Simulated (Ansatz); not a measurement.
# The 2H-MoS2 bilayer (2H stacking) under a gate, part 3 of 4

How does the 2H-MoS2 bilayer (2H stacking) take up charge from its gate?

Ansatz 0.2.0; plane-wave DFT, PBE-D3(BJ), Ansatz PAW (the session's first sound run).

So far. Step 7 (Gated layer, added electrons -3×10¹³ per cm²): Against the uncharged case this takes -2.94 V.

**8. Gated layer, added electrons 10×10¹³ per cm²**

The input, input.yaml:

```yaml
crystal:
  lattice:
    - [3.1517585447, 0.0, 0.0]
    - [-1.5758792724, 2.7295029663, 0.0]
    - [0.0, 0.0, 48.6948046887]
  atoms:
    - { symbol: S, position: [0.3333333333, 0.6666666667, 0.4055874159] }
    - { symbol: Mo, position: [0.0, 0.0, 0.4377793219] }
    - { symbol: S, position: [0.3333333333, 0.6666666667, 0.4699398516] }
    - { symbol: S, position: [0.0, 0.0, 0.5300601484] }
    - { symbol: Mo, position: [0.3333333333, 0.6666666667, 0.5622206781] }
    - { symbol: S, position: [0.0, 0.0, 0.5944125841] }
  periodic: [true, true, false]
  symmetry: { detect: true }
total_charge: -0.086027
kpoints:
  mp_grid: { grid: [54, 54, 1] }
  band_path:
    path: [[0, 0, 0], [0.5, 0, 0], [0.33333333, 0.33333333, 0], [0, 0, 0]]
    npoints: 16
hamiltonian:
  xc: pbe
  dispersion: d3bj
scf:
  occupations: { method: fermi_dirac, width: 0.02585 }
  convergence: { dr2_threshold: 1.0e-10 }
output:
  forces: true
  eigenvalues: true
  dos: { projected: true, e_range: [-3, 3], de: 0.01 }
  write_potential: true
  write_density: true
  volumetric_format: npy
  elf: true
external_charges:
  - { charge: 0, barrier: 10, axis: 3, height: 32.445, sigma: 0.25 }
  - { charge: 0.086027, axis: 3, height: 33.945, sigma: 0.5 }
```

Started as:

```
> ansatz run input.yaml --threads 8 --pin off --max-ram 12288MiB --backend cpu --events-out ev --progress --plain --runs-dir out
```

Numbers of over 12 decimals in the logs are rounded to 6 here.

The log of the run:

```text
[...]
Crystal: 6 atoms, lattice volume = 418.908 Å³
Basis set: ecut = 420 eV, 8095 PW (Γ), exchange–correlation on 48×48×720 points (8 copies of the dense FFT grid, shifted against one another)
Bands: 33, of which v1, the nominal top of the filled ones, is band 26 counted from 1 (25 counted from 0)
Symmetry: 6 space group operations
k-points: 271 of 2916 (time reversal used)
[...]
--- Band table (eV; the first three rows and the last of 271) ---
  k-point 0: bands = [... 22 lower, -3.7058, -3.7058, -2.7348, -1.8827, 0.2553, 0.2553, 0.4825, 0.4825, ... 3 higher]
  k-point 1: bands = [... 22 lower, -3.7147, -3.6438, -2.7342, -1.8894, 0.2454, 0.2644, 0.4696, 0.4776, ... 3 higher]
  k-point 2: bands = [... 22 lower, -3.7412, -3.5548, -2.7329, -1.9097, 0.2164, 0.2908, 0.4321, 0.4623, ... 3 higher]
  k-point 270: bands = [... 22 lower, -4.6972, -4.4328, -2.5680, -2.2535, -0.7614, -0.4676, 0.2313, 0.9062, ... 3 higher]
[key lines of the parts left out:]
SCF converged after 15 iterations
Free energy (F): -13527.870133 eV
Fermi energy:    -0.748816 eV
```

The job ended after 81 s (8 threads of Arm Neoverse V2, shared host; peak memory 2.9 GiB).

Against the uncharged case this takes +7.75 V.

**9. Gated layer, added electrons -10×10¹³ per cm²**

Changes to input.yaml since step 8:

```diff
@@ -14,3 +14,3 @@
   symmetry: { detect: true }
-total_charge: -0.086027
+total_charge: 0.086027
 kpoints:
@@ -36,2 +36,2 @@
   - { charge: 0, barrier: 10, axis: 3, height: 32.445, sigma: 0.25 }
-  - { charge: 0.086027, axis: 3, height: 33.945, sigma: 0.5 }
+  - { charge: -0.086027, axis: 3, height: 33.945, sigma: 0.5 }
```

The log of the run:

```text
[...]
Crystal: 6 atoms, lattice volume = 418.908 Å³
Basis set: ecut = 420 eV, 8095 PW (Γ), exchange–correlation on 48×48×720 points (8 copies of the dense FFT grid, shifted against one another)
Bands: 32, of which v1, the nominal top of the filled ones, is band 26 counted from 1 (25 counted from 0)
Symmetry: 6 space group operations
k-points: 271 of 2916 (time reversal used)
[...]
--- Band table (eV; the first three rows and the last of 271) ---
  k-point 0: bands = [... 22 lower, -10.8444, -10.7715, -9.8073, -9.0539, -6.9671, -6.9671, -6.7423, -6.7423, ... 2 higher]
  k-point 1: bands = [... 22 lower, -10.8533, -10.7006, -9.8068, -9.0609, -6.9750, -6.9575, -6.7551, -6.7482, ... 2 higher]
  k-point 2: bands = [... 22 lower, -10.8795, -10.6076, -9.8058, -9.0822, -6.9976, -6.9294, -6.7930, -6.7660, ... 2 higher]
  k-point 270: bands = [... 22 lower, -11.8667, -11.4960, -9.8143, -9.3879, -8.0210, -7.6230, -6.9332, -6.1988, ... 2 higher]
[key lines of the parts left out:]
SCF converged after 17 iterations
Free energy (F): -13527.019641 eV
Fermi energy:    -9.307595 eV
```

It took 99 s on 8 threads; peak memory 2.8 GiB.

Against the uncharged case this takes -8.37 V.

**10. The series together**

This step: plane-wave DFT, PBE-D3(BJ), Ansatz PAW; charging by gates (Ansatz 0.2.0).

The potential behind each gate is read from every run and counted from the uncharged case.

Voltage on the gate against the layer's Fermi level, from the uncharged case. Table of gate voltage by added electrons:

```csv
added electrons (10¹³ per cm²),gate voltage (V)
-10.00,-8.37
-3.00,-2.94
-1.00,-1.36
0.00,0
1.00,1.34
3.00,2.83
10.00,7.75
```

Charge step over voltage step between neighbouring densities. Table of total capacitance by added electrons:

```csv
added electrons (10¹³ per cm²),total capacitance (µF/cm²)
-6.50,2.07
-2.00,2.03
-0.50,1.18
0.50,1.20
2.00,2.14
6.50,2.28
```

Work function of the face away from the gate. Table of work function of the far face by added electrons:

```csv
added electrons (1e13 /cm²),work function of the far face (eV)
-10.00,5.43
-3.00,5.40
-1.00,5.40
0.00,4.84
1.00,4.30
3.00,4.33
10.00,4.43
```

By hand: 10¹³ electrons per cm² are 0.001 e/Å², which by Gauss's law end a field of 0.181 V/Å. At 10×10¹³ holes per cm² the field towards a gate is 1.810 V/Å, which over the 5 Å from the outer atoms would drop 9.05 V; the run needs 8.37 V.

**11. Relaxing the charged layer, added electrons -10×10¹³ per cm²**

This step: plane-wave DFT, PBE-D3(BJ), Ansatz PAW (Ansatz 0.2.0).

The charged layer is pulled towards the gate and its bonds change, so the atoms are relaxed with one height held.

input.yaml, the sections that differ from step 9:

```yaml
kpoints:
  mp_grid: { grid: [18, 18, 1] }
scf:
  occupations: { method: fermi_dirac, width: 0.05 }
  convergence: { dr2_threshold: 1.0e-09 }
relax:
  f_tol: 0.003
  max_steps: 50
  constraints: [{ site: 3, fix: z }]
output:
  write_potential: true
  write_density: true
  volumetric_format: npy
# crystal, total_charge, hamiltonian, external_charges: as in step 9
```

The log of the run:

```text
[...]
Crystal: 6 atoms, lattice volume = 418.908 Å³
Basis set: ecut = 420 eV, 8095 PW (Γ), exchange–correlation on 48×48×720 points (8 copies of the dense FFT grid, shifted against one another)
Bands: 32, of which v1, the nominal top of the filled ones, is band 26 counted from 1 (25 counted from 0)
Symmetry: 6 space group operations
k-points: 37 of 324 (time reversal used)
[...]
SCF iter   1: F=—  HF=-13529.894219 eV  |F-HF|=—  |Δ(HF+E_count)|=         —  Δρ=4.47e-2  dr2=1.28e1  ethr=3.10e-3  ⟨swp⟩=17.9  Hψ=10971  notcnv=0
[...]
SCF iter  16: F=-13527.020815 eV  HF=-13527.020815 eV  |F-HF|=1.88e-9  |Δ(HF+E_count)|=   4.17e-9  Δρ=1.85e-7  dr2=4.52e-10  ethr=1.93e-12  ⟨swp⟩=14.1  Hψ=11458  notcnv=0
SCF 1 converged in 16 iterations: F = -13527.020815 eV  dr2 = 4.52e-10
[...]
relax step   1: F+E_penalty+E_count = -13527.02081508 eV  Δ(F+E_penalty+E_count) = +0.000e0 eV  max|allowed force component| = 1.715e-1 eV/Å  Δτ_max = 0.0000 Å  (16 SCF iters, accepted)
[...]
SCF iter  13: F=-13527.021592 eV  HF=-13527.021592 eV  |F-HF|=9.30e-10  |Δ(HF+E_count)|=  7.09e-10  Δρ=9.58e-8  dr2=4.98e-11  ethr=1.93e-12  ⟨swp⟩=11.8  Hψ=10731  notcnv=0
SCF 2 converged in 13 iterations: F = -13527.021592 eV  dr2 = 4.98e-11
relax step   2: F+E_penalty+E_count = -13527.02159158 eV  Δ(F+E_penalty+E_count) = -7.765e-4 eV  max|allowed force component| = 5.465e-2 eV/Å  Δτ_max = 0.1318 Å  (13 SCF iters, accepted)
SCF iter   1: F=—  HF=-13527.028133 eV  |F-HF|=—  |Δ(HF+E_count)|=         —  Δρ=3.02e-3  dr2=3.49e-2  ethr=6.78e-4  ⟨swp⟩=6.2  Hψ=3760  notcnv=0  defer=53
[...]
SCF iter  12: F=-13527.022848 eV  HF=-13527.022848 eV  |F-HF|=1.50e-9  |Δ(HF+E_count)|=   5.65e-9  Δρ=4.72e-7  dr2=3.64e-10  ethr=1.93e-12  ⟨swp⟩=14.7  Hψ=11941  notcnv=0
SCF 3 converged in 12 iterations: F = -13527.022848 eV  dr2 = 3.64e-10
relax step   3: F+E_penalty+E_count = -13527.02284849 eV  Δ(F+E_penalty+E_count) = -1.257e-3 eV  max|allowed force component| = 1.177e-2 eV/Å  Δτ_max = 0.0643 Å  (12 SCF iters, accepted)
SCF iter   1: F=—  HF=-13527.023005 eV  |F-HF|=—  |Δ(HF+E_count)|=         —  Δρ=1.69e-4  dr2=1.04e-4  ethr=2.13e-6  ⟨swp⟩=3.2  Hψ=2772  notcnv=0  defer=49
[...]
SCF iter   9: F=-13527.022859 eV  HF=-13527.022859 eV  |F-HF|=2.27e-10  |Δ(HF+E_count)|=  1.26e-10  Δρ=3.48e-7  dr2=5.65e-10  ethr=1.93e-12  ⟨swp⟩=12.6  Hψ=12773  notcnv=0
SCF 4 converged in 9 iterations: F = -13527.022859 eV  dr2 = 5.65e-10
relax step   4: F+E_penalty+E_count = -13527.02285929 eV  Δ(F+E_penalty+E_count) = -1.080e-5 eV  max|allowed force component| = 1.148e-3 eV/Å  Δτ_max = 0.0040 Å  (9 SCF iters, accepted)
[...]
the band table was solved once a step of the walk had ended and its energy, with any forces and stress, was formed, with the checks that follow a solve (8925 applications of the Hamiltonian). They found nothing against the state; the energy, forces and stress were not computed again (output.eigenvalues in the input reference)
SCF converged after 9 iterations
Free energy (F): -13527.022859 eV
[...]
Internal energy: -13527.019698 eV  (E = F + TS)
E sigma→0 (E₀):  -13527.021278 eV
Entropy (-TS):   -0.003162 eV (-0.527 meV/atom)
Fermi energy:    -9.271206 eV
[...]
--- Forces (eV/Å), atoms and charges each counted from 1 ---
  atom   1  S      0.00000000     0.00000000     0.00092255
  atom   2  Mo    -0.00000000     0.00000000     0.00026773
  atom   3  S      0.00000000     0.00000000    -0.00114822
  atom   4  S     -0.00000000    -0.00000000     0.07648660
  atom   5  Mo     0.00000000    -0.00000000    -0.00087570
  atom   6  S     -0.00000000    -0.00000000     0.00067187
  external charge   1     0.00000000     0.00000000     0.00148076
  external charge   2     0.00000000     0.00000000    -0.07783368
  max |Σ_I F_I| component, the external charges' with the atoms': 2.81e-5 eV/Å
--- Band table (eV; the first three rows and the last of 37) ---
  k-point 0: bands = [... 22 lower, -10.8496, -10.7511, -9.8090, -9.0003, -6.9727, -6.9727, -6.7495, -6.7495, ... 2 higher]
  k-point 1: bands = [... 22 lower, -10.9268, -10.5183, -9.8074, -9.0730, -7.0357, -6.8905, -6.8540, -6.8020, ... 2 higher]
  k-point 2: bands = [... 22 lower, -10.9196, -10.3679, -9.8410, -9.2973, -7.1749, -7.0914, -6.9522, -6.7102, ... 2 higher]
  k-point 36: bands = [... 22 lower, -11.8440, -11.4934, -9.8216, -9.3943, -8.0271, -7.6283, -6.9590, -6.2000, ... 2 higher]
--- Relaxed structure (4 steps of the walk, 4 accepted, 0 SCFs on fresh bases) ---
  F+E_penalty+E_count = -13527.02285929 eV   max|allowed force component| = 1.148e-3 eV/Å
  cell:  # Å, volume = 418.9085 Å³
    - [3.151759, 2.886747561661233e-11, 0.0]
    - [-1.575879, 2.729503, 0.0]
    - [0.0, 0.0, 48.6948046887]
  atoms:
    - { symbol: S, position: [0.333333, 0.666667, 0.407064] }
    - { symbol: Mo, position: [8.806034348197327e-18, -5.1331046154486105e-17, 0.439266] }
    - { symbol: S, position: [0.333333, 0.666667, 0.471368] }
    - { symbol: S, position: [9.656221792108436e-18, -5.0480858710574983e-17, 0.530060] }
    - { symbol: Mo, position: [0.333333, 0.666667, 0.562087] }
    - { symbol: S, position: [9.664366687869472e-18, -5.0472713814813954e-17, 0.594398] }
```

It took 35 s on 8 threads; peak memory 1.1 GiB; 4.5 min of CPU time.

The steps of the relaxation:

```csv
step,energy less that of the first step (eV),largest force component (eV/Å)
1,0.0000,0.1715
2,-0.0008,0.0546
3,-0.0020,0.0118
4,-0.0020,0.0011
```

Forces are held to the 6 operations that the run works with; a distortion that breaks them can't arise in this run.

The atoms that moved most (Å):

```csv
atom,dx,dy,dz,length
Mo2,0.000,0.000,0.072,0.072
S1,0.000,0.000,0.072,0.072
S3,0.000,0.000,0.070,0.070
Mo5,0.000,0.000,-0.007,0.007
```

The relaxed structure:

```cif
data_structure
_symmetry_space_group_name_H-M 'P 1'
_symmetry_Int_Tables_number 1
_cell_length_a 3.1518
_cell_length_b 3.1518
_cell_length_c 48.6948
_cell_angle_alpha 90.000
_cell_angle_beta 90.000
_cell_angle_gamma 120.000
_cell_volume 418.91
loop_
_atom_site_label
_atom_site_type_symbol
_atom_site_fract_x
_atom_site_fract_y
_atom_site_fract_z
_atom_site_occupancy
S1 S 0.33333 0.66667 0.40706 1
Mo2 Mo 0.00000 0.00000 0.43927 1
S3 S 0.33333 0.66667 0.47137 1
S4 S 0.00000 0.00000 0.53006 1
Mo5 Mo 0.33333 0.66667 0.56209 1
S6 S 0.00000 0.00000 0.59440 1
```

This step gave:

| Quantity | Value |
| --- | --- |
| energy at zero smearing | -13527.0213 eV |
| potential beyond the upper barrier and gate, less the barrier, from the Fermi level | 13.15 eV |

The relaxation took 4 steps and lowered the energy by 0.0020 eV; the largest force on the free atoms ends at 0.0011 eV/Å.

**12. Relaxing the charged layer, added electrons 10×10¹³ per cm²**

Changes to input.yaml since step 11:

```diff
@@ -14,3 +14,3 @@
   symmetry: { detect: true }
-total_charge: 0.086027
+total_charge: -0.086027
 kpoints:
@@ -29,3 +29,3 @@
   - { charge: 0, barrier: 10, axis: 3, height: 32.445, sigma: 0.25 }
-  - { charge: -0.086027, axis: 3, height: 33.945, sigma: 0.5 }
+  - { charge: 0.086027, axis: 3, height: 33.945, sigma: 0.5 }
 output:
```

The log of the run:

```text
[...]
Crystal: 6 atoms, lattice volume = 418.908 Å³
Basis set: ecut = 420 eV, 8095 PW (Γ), exchange–correlation on 48×48×720 points (8 copies of the dense FFT grid, shifted against one another)
Bands: 33, of which v1, the nominal top of the filled ones, is band 26 counted from 1 (25 counted from 0)
Symmetry: 6 space group operations
k-points: 37 of 324 (time reversal used)
[...]
SCF iter   1: F=—  HF=-13530.709870 eV  |F-HF|=—  |Δ(HF+E_count)|=         —  Δρ=4.42e-2  dr2=1.26e1  ethr=3.10e-3  ⟨swp⟩=18.3  Hψ=10732  notcnv=0
[...]
SCF iter  16: F=-13527.874225 eV  HF=-13527.874225 eV  |F-HF|=2.95e-10  |Δ(HF+E_count)|=  5.00e-10  Δρ=1.69e-7  dr2=4.68e-10  ethr=1.92e-12  ⟨swp⟩=12.6  Hψ=10593  notcnv=0
SCF 1 converged in 16 iterations: F = -13527.874225 eV  dr2 = 4.68e-10
[...]
relax step   1: F+E_penalty+E_count = -13527.87422532 eV  Δ(F+E_penalty+E_count) = +0.000e0 eV  max|allowed force component| = 8.133e-2 eV/Å  Δτ_max = 0.0000 Å  (16 SCF iters, accepted)
[...]
SCF iter  11: F=-13527.875113 eV  HF=-13527.875113 eV  |F-HF|=8.26e-10  |Δ(HF+E_count)|=   2.24e-9  Δρ=1.76e-7  dr2=1.52e-10  ethr=1.92e-12  ⟨swp⟩=13.1  Hψ=10862  notcnv=0
SCF 2 converged in 11 iterations: F = -13527.875113 eV  dr2 = 1.52e-10
[...]
relax step   2: F+E_penalty+E_count = -13527.87511349 eV  Δ(F+E_penalty+E_count) = -8.882e-4 eV  max|allowed force component| = 2.845e-2 eV/Å  Δτ_max = 0.0377 Å  (11 SCF iters, accepted)
SCF iter   1: F=—  HF=-13527.875827 eV  |F-HF|=—  |Δ(HF+E_count)|=         —  Δρ=9.00e-4  dr2=2.21e-3  ethr=4.54e-5  ⟨swp⟩=3.3  Hψ=3239  notcnv=0
[...]
SCF iter  11: F=-13527.875237 eV  HF=-13527.875237 eV  |F-HF|=2.76e-10  |Δ(HF+E_count)|=  8.22e-10  Δρ=1.21e-7  dr2=5.83e-11  ethr=1.92e-12  ⟨swp⟩=12.7  Hψ=10634  notcnv=0
SCF 3 converged in 11 iterations: F = -13527.875237 eV  dr2 = 5.83e-11
relax step   3: F+E_penalty+E_count = -13527.87523713 eV  Δ(F+E_penalty+E_count) = -1.236e-4 eV  max|allowed force component| = 3.724e-3 eV/Å  Δτ_max = 0.0197 Å  (11 SCF iters, accepted)
SCF iter   1: F=—  HF=-13527.875348 eV  |F-HF|=—  |Δ(HF+E_count)|=         —  Δρ=2.05e-4  dr2=1.13e-4  ethr=2.19e-6  ⟨swp⟩=3.4  Hψ=3171  notcnv=0
[...]
SCF iter  10: F=-13527.875242 eV  HF=-13527.875242 eV  |F-HF|=1.49e-10  |Δ(HF+E_count)|=  2.00e-11  Δρ=2.09e-7  dr2=4.37e-10  ethr=1.92e-12  ⟨swp⟩=12.1  Hψ=12271  notcnv=0
SCF 4 converged in 10 iterations: F = -13527.875242 eV  dr2 = 4.37e-10
relax step   4: F+E_penalty+E_count = -13527.87524169 eV  Δ(F+E_penalty+E_count) = -4.556e-6 eV  max|allowed force component| = 1.940e-3 eV/Å  Δτ_max = 0.0043 Å  (10 SCF iters, accepted)
[...]
SCF converged after 10 iterations
Free energy (F): -13527.875242 eV
[...]
Internal energy: -13527.865399 eV  (E = F + TS)
E sigma→0 (E₀):  -13527.870321 eV
Entropy (-TS):   -0.009842 eV (-1.640 meV/atom)
Fermi energy:    -0.795896 eV
[...]
--- Forces (eV/Å), atoms and charges each counted from 1 ---
  atom   1  S      0.00000000     0.00000000    -0.00010751
  atom   2  Mo    -0.00000000     0.00000000    -0.00009895
  atom   3  S     -0.00000000     0.00000000    -0.00012746
  atom   4  S     -0.00000000    -0.00000000     0.06043592
  atom   5  Mo     0.00000000    -0.00000000     0.00194017
  atom   6  S      0.00000000    -0.00000000     0.00126739
  external charge   1     0.00000000     0.00000000     0.01449988
  external charge   2     0.00000000     0.00000000    -0.07781946
  max |Σ_I F_I| component, the external charges' with the atoms': 1.00e-5 eV/Å
--- Band table (eV; the first three rows and the last of 37) ---
  k-point 0: bands = [... 22 lower, -3.7160, -3.7160, -2.7577, -1.8923, 0.2480, 0.2480, 0.4536, 0.4536, ... 3 higher]
  k-point 1: bands = [... 22 lower, -3.7942, -3.4821, -2.7540, -1.9553, 0.1644, 0.3236, 0.3443, 0.4083, ... 3 higher]
  k-point 2: bands = [... 22 lower, -3.7610, -3.3269, -2.7731, -2.1634, -0.0603, 0.1365, 0.2511, 0.3721, ... 3 higher]
  k-point 36: bands = [... 22 lower, -4.7063, -4.4440, -2.5682, -2.2656, -0.7499, -0.4788, 0.1948, 0.8899, ... 3 higher]
--- Relaxed structure (4 steps of the walk, 4 accepted, 0 SCFs on fresh bases) ---
  F+E_penalty+E_count = -13527.87524169 eV   max|allowed force component| = 1.940e-3 eV/Å
  cell:  # Å, volume = 418.9085 Å³
    - [3.151759, 2.886747561661233e-11, 0.0]
    - [-1.575879, 2.729503, 0.0]
    - [0.0, 0.0, 48.6948046887]
  atoms:
    - { symbol: S, position: [0.333333, 0.666667, 0.406016] }
    - { symbol: Mo, position: [9.171145446991019e-18, -5.096593505569242e-17, 0.438219] }
    - { symbol: S, position: [0.333333, 0.666667, 0.470400] }
    - { symbol: S, position: [9.422489032148622e-18, -5.0714591470534794e-17, 0.530060] }
    - { symbol: Mo, position: [0.333333, 0.666667, 0.562409] }
    - { symbol: S, position: [9.265243255875763e-18, -5.087183724680766e-17, 0.594688] }
```

Elapsed: 31 s, on 8 threads; peak memory 1.1 GiB.

Relaxation path:

```csv
step,energy less that of the first step (eV),largest force component (eV/Å)
1,0.0000,0.0813
2,-0.0009,0.0285
3,-0.0010,0.0037
4,-0.0010,0.0019
```

The run keeps the 6 symmetry operations that it works with, so distortions that break them were not tested.

The atoms that moved most (Å):

```csv
atom,dx,dy,dz,length
S3,0.000,0.000,0.022,0.022
Mo2,0.000,0.000,0.021,0.021
S1,0.000,0.000,0.021,0.021
S6,0.000,0.000,0.013,0.013
Mo5,0.000,0.000,0.009,0.009
```

The relaxed structure:

```cif
data_structure
_symmetry_space_group_name_H-M 'P 1'
_symmetry_Int_Tables_number 1
_cell_length_a 3.1518
_cell_length_b 3.1518
_cell_length_c 48.6948
_cell_angle_alpha 90.000
_cell_angle_beta 90.000
_cell_angle_gamma 120.000
_cell_volume 418.91
loop_
_atom_site_label
_atom_site_type_symbol
_atom_site_fract_x
_atom_site_fract_y
_atom_site_fract_z
_atom_site_occupancy
S1 S 0.33333 0.66667 0.40602 1
Mo2 Mo 0.00000 0.00000 0.43822 1
S3 S 0.33333 0.66667 0.47040 1
S4 S 0.00000 0.00000 0.53006 1
Mo5 Mo 0.33333 0.66667 0.56241 1
S6 S 0.00000 0.00000 0.59469 1
```

Numbers from this step:

```yaml
energy_at_zero_smearing: -13527.8703 eV
potential_beyond_the_upper_barrier_and_gate_less_the_barrier_from_the_fermi_level: -2.871 eV
```

The relaxation took 4 steps and lowered the energy by 0.0010 eV; the largest force on the free atoms ends at 0.0019 eV/Å.

[end of part 3 of 4]

[Logs are printed without paths, hosts, clocks, repeated set-up lines and the standing remarks that a program may print on its own settings, such as how far it seeks lower states.]

[Hosts, paths, dates, database ids (printed as entryN), source tags and the programs' standing remarks are cut or masked in the printed files.]

[Maps of the electrostatic potential energy from Ansatz leave out the sawtooth potential of an applied field or a dipole correction, so their vacuum need not be flat; planar profiles and work functions include it.]
